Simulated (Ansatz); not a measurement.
# HfN: one candidate of a structure search, part 2 of 2

Where does this trial cell of HfN go when cell and atoms are let free?

Ansatz 0.2.0; DFT PBE, scalar-relativistic, plane waves, PAW. The steps go on from the part before.

**4. Final relaxation**

The end of the coarse run is made exact in the group found at a tolerance of 0.06 Å and reduced to its primitive cell.

Contents of input.yaml:

```yaml
crystal:
  lattice:
    - [3.4303216692, 0.0, 0.0]
    - [-1.7151608346, 2.9707457087, 0.0]
    - [0.0, 0.0, 3.9674734634]
  atoms:
    - { symbol: Hf, position: [0.0, 0.0, 0.5] }
    - { symbol: "N", position: [0.0, 0.0, 0.0] }
basis:
  ecutwfc: 420
kpoints:
  mp_grid: { grid: [18, 18, 14] }
hamiltonian:
  xc: pbe
scf:
  occupations: { method: gaussian, width: 0.1 }
output:
  forces: true
  stress: true
  eigenvalues: true
relax:
  adjacent_minimum: "off"
  f_tol: 0.01
  max_steps: 80
  cell: { stress_tol: 0.05 }
```

Run with:

```bash
$ ansatz run input.yaml --threads 1 --pin off --max-ram 2560MiB --backend cpu --events-out ev --progress --plain --runs-dir out
```

The program printed, shortened:

```text
Warning: RAYON_NUM_THREADS=1 ignored (pool sized by the plan → 1); use --threads N
[...]
Pseudopotentials: kind: paw
Pseudopotential: Hf, paw, valence charge 26, recommended cutoff 420 eV (normal), Hf.paw.azcp
Pseudopotential: N, paw, valence charge 5, recommended cutoff 420 eV (normal), N.paw.azcp
Functional definition: PBE
[...]
Crystal: 2 atoms, lattice volume = 40.431 Å³
Basis set: ecut = 420 eV, 793 PW (Γ), exchange–correlation on 48×48×54 points (8 copies of the dense FFT grid, shifted against one another)
Bands: 20, of which v1, the nominal top of the filled ones, is band 16 counted from 1 (15 counted from 0)
Symmetry: 24 space group operations
Space group: P6/mmm (ITA 191), of the structure as read, at distance tolerance 3.4e-5 Å
k-points: 296 of 4536
[...]
SCF iter   1: F=—  HF=-16104.140960 eV  |F-HF|=—  |Δ(HF+E_count)|=         —  Δρ=1.61e-2  dr2=1.98e-1  ethr=1.77e-3  ⟨swp⟩=4.1  Hψ=22706  notcnv=0
[...]
        0.000000       0.005300      -0.000000
       -0.000000      -0.000000       0.029603
  P = ⅓ Tr σ = 0.0134 GPa (0.134 kbar)
--- Band table (eV; the first three rows and the last of 296) ---
  k-point 0: bands = ["-51.0399", "-19.7241", "-19.7241", "-19.5907", "-2.8284", "-1.1501", "-1.1088", "-0.9723", "-0.9723", "-0.9095", "-0.8766", "-0.8766", "7.1250", "10.5399", "10.9392", "10.9392", "12.4268", "12.4268", "14.8099", "14.8099"]
[...]
--- Relaxed structure (4 steps of the walk, 4 accepted, 1 SCFs on fresh bases) ---
  F+E_penalty+E_count = -16104.11878483 eV   max|allowed force component| = 1.746e-32 eV/Å   (the final SCF, on the basis selected at the relaxed cell)
  cell:  # Å, volume = 40.5181 Å³
    - [3.4331058635306624, 1.2319238250220928e-32, -8.522212475719125e-20]
    - [-1.7165529317653312, 2.9731568916988658, 4.261106237859357e-20]
    - [-9.856700072865355e-20, -2.745766067612451e-33, 3.969580169633154]
  atoms:
    - { symbol: Hf, position: [0.0, -2.565854121688508e-49, 0.5] }
    - { symbol: N, position: [-1.795821014888581e-49, 1.727414173608421e-49, 0.0] }
```

It took 60 s on 1 thread of Arm Neoverse V1, shared host; peak memory 0.48 GiB.

Relaxation path:

```csv
step,E - E(step 1) (eV/cell),largest force component (eV/Å),pressure (GPa),volume (Å³)
1,0.0000,0.0000,0.18,40.43
2,0.0003,0.0000,-0.10,40.62
3,0.0001,0.0000,0.01,40.52
4,0.0001,0.0000,0.01,40.52
5,0.0000,0.0000,0.01,40.52
```

Step 1 is the start. Step 5 repeats the geometry before it on a plane-wave basis chosen anew for that cell, so its energy need not be comparable with the rows above.

|  | before | after | change |
| --- | --- | --- | --- |
| a (Å) | 3.430 | 3.433 | +0.1 % |
| b (Å) | 3.430 | 3.433 | +0.1 % |
| c (Å) | 3.967 | 3.970 | +0.1 % |
| volume (Å³/atom) | 20.22 | 20.26 | +0.2 % |
| shortest distance (Å) | 1.984 | 1.985 | +0.1 % |
| space group (0.01 Å) | P6/mmm | P6/mmm | same |

Forces and stress were held to the start's 24 operations: a distortion of lower symmetry was not tested.

**5. Changing settings: xc_grid 4, chi_scale 0.0**

input.yaml: that of step 4 with these lines changed.

```diff
@@ -10,2 +10,3 @@
   ecutwfc: 420
+  xc_grid: 4
 kpoints:
@@ -16,6 +17,7 @@
   occupations: { method: gaussian, width: 0.1 }
+  initial_density: { chi_scale: 0.0 }
 output:
   forces: true
+  eigenvalues: true
   stress: true
-  eigenvalues: true
 relax:
```

Run with:

```bash
$ ansatz run input.yaml --threads 1 --pin off --max-ram 2560MiB --backend cpu --events-out ev --progress --plain --runs-dir out
```

The program printed, shortened:

```text
Warning: RAYON_NUM_THREADS=1 ignored (pool sized by the plan → 1); use --threads N
[...]
[... 4 set-up lines as earlier in the session ...]
[...]
Crystal: 2 atoms, lattice volume = 40.431 Å³
Basis set: ecut = 420 eV, 793 PW (Γ), exchange–correlation on 96×96×108 points (64 copies of the dense FFT grid, shifted against one another)
Bands: 20, of which v1, the nominal top of the filled ones, is band 16 counted from 1 (15 counted from 0)
[... 2 set-up lines as earlier in the session ...]
k-points: 296 of 4536
[...]
SCF iter   1: F=—  HF=-16108.793696 eV  |F-HF|=—  |Δ(HF+E_count)|=         —  Δρ=1.79e-1  dr2=2.10e1  ethr=3.10e-3  ⟨swp⟩=3.8  Hψ=22538  notcnv=0
[...]
        0.000000       0.005028       0.000000
        0.000000       0.000000       0.029933
  P = ⅓ Tr σ = 0.0133 GPa (0.133 kbar)
--- Band table (eV; the first three rows and the last of 296) ---
  k-point 0: bands = ["-51.0400", "-19.7242", "-19.7242", "-19.5908", "-2.8285", "-1.1502", "-1.1089", "-0.9724", "-0.9724", "-0.9096", "-0.8767", "-0.8767", "7.1249", "10.5399", "10.9391", "10.9391", "12.4267", "12.4267", "14.8098", "14.8098"]
[...]
--- Relaxed structure (4 steps of the walk, 4 accepted, 1 SCFs on fresh bases) ---
  F+E_penalty+E_count = -16104.11879297 eV   max|allowed force component| = 4.930e-32 eV/Å   (the final SCF, on the basis selected at the relaxed cell)
  cell:  # Å, volume = 40.5184 Å³
    - [3.4331172762562128, 2.130201614100702e-32, -8.536675640690937e-20]
    - [-1.7165586381281064, 2.9731667754091187, 4.268337820345246e-20]
    - [-9.873428015243838e-20, -2.6715561738931954e-33, 3.969576010111088]
  atoms:
    - { symbol: Hf, position: [0.0, 1.7105694144590052e-49, 0.5] }
    - { symbol: N, position: [2.1985150798666232e-49, -1.9193490817871348e-49, 0.0] }
```

Wall time 58 s (1 thread of Arm Neoverse V1, shared host); peak memory 0.51 GiB.

| run | ending | energy change | pressure (GPa) | gap (eV) | force (eV/Å) | cycles | time |
| --- | --- | --- | --- | --- | --- | --- | --- |
| step 4 | converged | 0 | 0.0 | 0.00 | 0.00 | - | 60 s |
| variant | converged | 0.0 meV/atom | 0.0 | 0.00 | 0.00 | - | 58 s |

Changing the numerical grids and start leaves the energy as it was (0.0 meV/atom).

**6. Summary of results**

The summary covers parts 1 to 2. Changes of volume or cell count from the first structure of part 1.

```
                                                              quantity                                                                       value
                                symmetry at the end (tolerance 0.05 Å)                                                space group P6/mmm (No. 191)
                                                     conventional cell  a = 3.433 Å, b = 3.433 Å, c = 3.970 Å, α = 90.00°, β = 90.00°, γ = 120.00°
                                                                volume                                                               20.26 Å³/atom
energy over the elements (uncorrected; H, N, O, F and Cl as molecules)                                                               +0.63 eV/atom
                                                       gap on the mesh                                                                none (metal)
```

In words: The space group P6/mmm (No. 191) is kept, and the volume per atom grows by 41.6 % from the first guess. With a positive formation energy it can't be a ground state. No finished test with a distortion of lower symmetry is shown, so the end may be a saddle point. Spin-orbit coupling is left out for Hf. The final runs have no spin polarisation, so no magnetic state was tried and one may lie lower.
